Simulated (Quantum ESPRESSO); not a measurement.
## Optical response of MgTe

Aim: the dielectric function of MgTe, and the optical constants that follow from it.

Method: DFT, PBE, plane waves with norm-conserving potentials (PseudoDojo), scalar-relativistic, independent-particle optical response without local fields and without the non-local commutator, in Quantum ESPRESSO 7.5.

## Step 1: Set-up

Symmetry: P6_3mc, No. 186, hexagonal system. Conventional cell: a = 4.520 Å, b = 4.520 Å, c = 7.330 Å, α = 90.00°, β = 90.00°, γ = 120.00°. Nearest to Te lie 4 Mg at 2.74 to 2.82 Å. Nearest to Mg lie 4 Te at 2.74 to 2.82 Å. Farther neighbours and most contacts between anions are not listed.

## Step 2: Ground state

First the ground state: is it a metal or has it a gap?

This step: DFT, PBE, plane waves with norm-conserving potentials (PseudoDojo), scalar-relativistic, ground state (Quantum ESPRESSO 7.5).

scf.in reads:

```
&control
  calculation = 'scf'
  prefix = 'x'
  outdir = './tmp'
  pseudo_dir = './'
  verbosity = 'high'
/
&system
  ibrav = 0
  nat = 4
  ntyp = 2
  ecutwfc = 90
  occupations = 'smearing'
  smearing = 'fd'
  degauss = 0.003675
  nbnd = 30
/
&electrons
  conv_thr = 1e-09
  electron_maxstep = 100
/
ATOMIC_SPECIES
  Te 1.0 Te.upf
  Mg 1.0 Mg.upf
CELL_PARAMETERS angstrom
  4.519999999997 0.000000000000 0.000000000000
  -2.259999999998 3.914434825103 0.000000000000
  0.000000000000 0.000000000000 7.330000000000
ATOMIC_POSITIONS crystal
  Te 0.666666666667 0.333333333333 0.885000000000
  Te 0.333333333333 0.666666666667 0.385000000000
  Mg 0.666666666667 0.333333333333 0.500000000000
  Mg 0.333333333333 0.666666666667 0.000000000000
K_POINTS automatic
  6 6 3 0 0 0
```

On the command line:

```
mpirun -n 4 pw.x -nk 4 -in scf.in
```

The log of the run:

```text
for quantum simulation of materials; please cite

     using ibrav=0 with symmetry is DISCOURAGED, use correct ibrav instead

     G-vector sticks info
     --------------------
     sticks:   dense  smooth     PW     G-vecs:    dense   smooth      PW
     Sum        1801    1801    499               100835   100835   14715

     Using Slab Decomposition

     bravais-lattice index     =            0
     lattice parameter (alat)  =       8.5416  a.u.
     unit-cell volume          =     875.2015 (a.u.)^3
     number of atoms/cell      =            4
     number of atomic types    =            2
     number of electrons       =        52.00
     number of Kohn-Sham states=           30
     kinetic-energy cutoff     =      90.0000  Ry
     charge density cutoff     =     360.0000  Ry
     scf convergence threshold =      1.0E-09
     mixing beta               =       0.7000
     number of iterations used =            8  plain     mixing
     Exchange-correlation= PBE
                           (   1   4   3   4   0   0   0)

     celldm(1)=   8.541562  celldm(2)=   0.000000  celldm(3)=   0.000000
     celldm(4)=   0.000000  celldm(5)=   0.000000  celldm(6)=   0.000000

     crystal axes: (cart. coord. in units of alat)
               a(1) = (   1.000000   0.000000   0.000000 )
               a(2) = (  -0.500000   0.866025   0.000000 )
               a(3) = (   0.000000   0.000000   1.621681 )

     reciprocal axes: (cart. coord. in units 2 pi/alat)
               b(1) = (  1.000000  0.577350 -0.000000 )
               b(2) = (  0.000000  1.154701  0.000000 )
               b(3) = (  0.000000 -0.000000  0.616644 )

     ./Te.upf
     Pseudo is Norm-conserving + core correction, Zval = 16.0
     Generated using ONCVPSP code by D. R. Hamann
     Using radial grid of 1294 points,  6 beta functions with:
                l(1) =   0
                l(2) =   0
                l(3) =   1
                l(4) =   1
                l(5) =   2
                l(6) =   2

     ./Mg.upf
     Pseudo is Norm-conserving, Zval = 10.0
     Generated using ONCVPSP code by D. R. Hamann
     Using radial grid of 1510 points,  4 beta functions with:
                l(1) =   0
                l(2) =   0
                l(3) =   1
                l(4) =   1

     atomic species   valence    mass     pseudopotential
     Te               16.00     1.00000     Te( 1.00)
     Mg               10.00     1.00000     Mg( 1.00)

     12 Sym. Ops. (no inversion) found ( 6 have fractional translation)

                                    s                        frac. trans.

     [... symmetry matrices left out ...]
   Cartesian axes

     site n.     atom                  positions (alat units)
         1        Te     tau(   1) = (   0.5000000   0.2886751   1.4351881  )
         2        Te     tau(   2) = (  -0.0000000   0.5773503   0.6243473  )
         3        Mg     tau(   3) = (   0.5000000   0.2886751   0.8108407  )
         4        Mg     tau(   4) = (  -0.0000000   0.5773503   0.0000000  )

   Crystallographic axes

     site n.     atom                  positions (cryst. coord.)
         1        Te     tau(   1) = (  0.6666667  0.3333333  0.8850000  )
         2        Te     tau(   2) = (  0.3333333  0.6666667  0.3850000  )
         3        Mg     tau(   3) = (  0.6666667  0.3333333  0.5000000  )
         4        Mg     tau(   4) = (  0.3333333  0.6666667  0.0000000  )

     number of k points=    14  Fermi-Dirac smearing, width (Ry)=  0.0037
                       cart. coord. in units 2pi/alat
        k(    1) = (   0.0000000   0.0000000   0.0000000), wk =   0.0185185
        k(    2) = (   0.0000000   0.0000000   0.2055480), wk =   0.0370370
        k(    3) = (   0.0000000   0.1924501   0.0000000), wk =   0.1111111
        k(    4) = (   0.0000000   0.1924501   0.2055480), wk =   0.2222222
        k(    5) = (   0.0000000   0.3849002   0.0000000), wk =   0.1111111
        k(    6) = (   0.0000000   0.3849002   0.2055480), wk =   0.2222222
        k(    7) = (   0.0000000  -0.5773503   0.0000000), wk =   0.0555556
        k(    8) = (   0.0000000  -0.5773503   0.2055480), wk =   0.1111111
        k(    9) = (   0.1666667   0.2886751   0.0000000), wk =   0.1111111
        k(   10) = (   0.1666667   0.2886751   0.2055480), wk =   0.2222222
        k(   11) = (   0.1666667   0.4811252   0.0000000), wk =   0.2222222
        k(   12) = (   0.1666667   0.4811252   0.2055480), wk =   0.4444444
        k(   13) = (   0.3333333   0.5773503   0.0000000), wk =   0.0370370
        k(   14) = (   0.3333333   0.5773503   0.2055480), wk =   0.0740741

                       cryst. coord.
        k(    1) = (   0.0000000   0.0000000   0.0000000), wk =   0.0185185
        k(    2) = (   0.0000000   0.0000000   0.3333333), wk =   0.0370370
[...]
k(    7) = (   0.0000000  -0.5000000   0.0000000), wk =   0.0555556
        k(    8) = (   0.0000000  -0.5000000   0.3333333), wk =   0.1111111
        k(    9) = (   0.1666667   0.1666667   0.0000000), wk =   0.1111111
        k(   10) = (   0.1666667   0.1666667   0.3333333), wk =   0.2222222
        k(   11) = (   0.1666667   0.3333333   0.0000000), wk =   0.2222222
        k(   12) = (   0.1666667   0.3333333   0.3333333), wk =   0.4444444
        k(   13) = (   0.3333333   0.3333333   0.0000000), wk =   0.0370370
        k(   14) = (   0.3333333   0.3333333   0.3333333), wk =   0.0740741

     Dense  grid:   100835 G-vectors     FFT dimensions: (  54,  54,  90)

     Initial potential from superposition of free atoms

     starting charge      51.9980, renormalised to      52.0000
     Starting wfcs are   28 randomized atomic wfcs +    2 random wfcs

     Self-consistent Calculation

     iteration #  1     ecut=    90.00 Ry     beta= 0.70
     Davidson diagonalization with overlap

           112 MiB given to the printing process from OS
            88 MiB allocation reported by mallinfo(arena+hblkhd)
------------------
     ethr =  1.00E-02,  avg # of iterations =  5.8

     Threshold (ethr) on eigenvalues was too large:
     Diagonalizing with lowered threshold

     Davidson diagonalization with overlap

           134 MiB given to the printing process from OS
            99 MiB allocation reported by mallinfo(arena+hblkhd)
------------------
     ethr =  2.09E-04,  avg # of iterations =  5.4

     total energy              =    -657.25042400 Ry
     estimated scf accuracy    <       0.10431929 Ry

     iteration #  2     ecut=    90.00 Ry     beta= 0.70
     Davidson diagonalization with overlap

           149 MiB given to the printing process from OS
           129 MiB allocation reported by mallinfo(arena+hblkhd)
------------------
     ethr =  2.01E-04,  avg # of iterations =  2.1

     total energy              =    -657.27134737 Ry
     estimated scf accuracy    <       0.01054355 Ry

     iteration #  3     ecut=    90.00 Ry     beta= 0.70
     Davidson diagonalization with overlap

           152 MiB given to the printing process from OS
           132 MiB allocation reported by mallinfo(arena+hblkhd)
------------------
     ethr =  2.03E-05,  avg # of iterations =  6.0

     total energy              =    -657.27338412 Ry
     estimated scf accuracy    <       0.00048563 Ry

     iteration #  4     ecut=    90.00 Ry     beta= 0.70
     Davidson diagonalization with overlap

           155 MiB given to the printing process from OS
           135 MiB allocation reported by mallinfo(arena+hblkhd)
------------------
     ethr =  9.34E-07,  avg # of iterations =  3.8

     total energy              =    -657.27342036 Ry
     estimated scf accuracy    <       0.00001721 Ry

     iteration #  5     ecut=    90.00 Ry     beta= 0.70
     Davidson diagonalization with overlap

           158 MiB given to the printing process from OS
           138 MiB allocation reported by mallinfo(arena+hblkhd)
------------------
     ethr =  3.31E-08,  avg # of iterations =  2.2

     total energy              =    -657.27342419 Ry
     estimated scf accuracy    <       0.00000031 Ry

     iteration #  6     ecut=    90.00 Ry     beta= 0.70
     Davidson diagonalization with overlap

           161 MiB given to the printing process from OS
           141 MiB allocation reported by mallinfo(arena+hblkhd)
------------------
     ethr =  5.98E-10,  avg # of iterations =  2.9

     total energy              =    -657.27342430 Ry
     estimated scf accuracy    <       0.00000005 Ry

     iteration #  7     ecut=    90.00 Ry     beta= 0.70
     Davidson diagonalization with overlap

           164 MiB given to the printing process from OS
           144 MiB allocation reported by mallinfo(arena+hblkhd)
------------------
     ethr =  8.96E-11,  avg # of iterations =  3.0

     total energy              =    -657.27342431 Ry
     estimated scf accuracy    <       0.00000001 Ry

     iteration #  8     ecut=    90.00 Ry     beta= 0.70
     Davidson diagonalization with overlap

           167 MiB given to the printing process from OS
           148 MiB allocation reported by mallinfo(arena+hblkhd)
------------------
     ethr =  2.70E-11,  avg # of iterations =  2.0

     End of self-consistent calculation

          k = 0.0000 0.0000 0.0000 ( 12551 PWs)   bands (ev):

   -70.2394 -70.2394 -37.0150 -37.0148 -37.0077 -37.0077 -37.0077 -37.0077
   -30.3454 -30.3454 -30.3454 -30.3454 -30.3364 -30.3362 -30.3317 -30.3317
   -30.3311 -30.3311  -5.5159  -4.8612   1.5407   4.2947   4.2947   4.7972
     4.7972   4.9491   7.4956   7.8568  10.1656  10.1656

     occupation numbers
     1.0000   1.0000   1.0000   1.0000   1.0000   1.0000   1.0000   1.0000
     1.0000   1.0000   1.0000   1.0000   1.0000   1.0000   1.0000   1.0000
     1.0000   1.0000   1.0000   1.0000   1.0000   1.0000   1.0000   1.0000
     1.0000   1.0000   0.0000   0.0000   0.0000   0.0000

          k = 0.0000 0.0000 0.2055 ( 12594 PWs)   bands (ev):

   -70.2394 -70.2394 -37.0149 -37.0148 -37.0077 -37.0077 -37.0077 -37.0077
   -30.3454 -30.3454 -30.3454 -30.3454 -30.3363 -30.3362 -30.3315 -30.3315
   -30.3312 -30.3312  -5.3731  -5.0491   2.1623   3.6883   4.4104   4.4104
     4.6608   4.6608   8.1383   8.4119  10.2374  10.3969

     occupation numbers
     1.0000   1.0000   1.0000   1.0000   1.0000   1.0000   1.0000   1.0000
     1.0000   1.0000   1.0000   1.0000   1.0000   1.0000   1.0000   1.0000
     1.0000   1.0000   1.0000   1.0000   1.0000   1.0000   1.0000   1.0000
     1.0000   1.0000   0.0000   0.0000   0.0000   0.0000

     [... further k points left out ...]

     the Fermi energy is     6.3963 ev

!    total energy              =    -657.27342432 Ry
     estimated scf accuracy    <          9.6E-10 Ry
     smearing contrib. (-TS)   =      -0.00000000 Ry
     internal energy E=F+TS    =    -657.27342432 Ry

     The total energy is F=E-TS. E is the sum of the following terms:
     one-electron contribution =    -433.05736654 Ry
     hartree contribution      =     219.09285553 Ry
     xc contribution           =    -130.35858973 Ry
     ewald contribution        =    -312.95032358 Ry

     convergence has been achieved in   8 iterations

     XML data file, charge density, pseudopotentials, collected wavefunctions

                                        0.00s GPU  (     192 calls)

=------------------------------------------------------------------------------=
   JOB DONE.
=------------------------------------------------------------------------------=
```

It took 23 s on 4 MPI ranks of Arm Neoverse V2, shared host; peak memory 0.16 GiB.

Numbers from this step:

```
total energy           : -657.3 Ry
gap on the k-mesh      : 2.546 eV
direct gap on the mesh : 2.546 eV
```

There is a gap, 2.55 eV on this mesh (points off the mesh can give less), so no carriers' term is needed.

[end of part 1 of 3]

[Machine, clock, banner and «Message from routine» lines are left out of the logs.]

[Logs are printed without paths, hosts, clocks, repeated set-up lines and the standing remarks that a program may print on its own settings, such as how far it seeks lower states.]

[Hosts, paths, dates, database ids (printed as entryN), source tags and the programs' standing remarks are cut or masked in the printed files.]
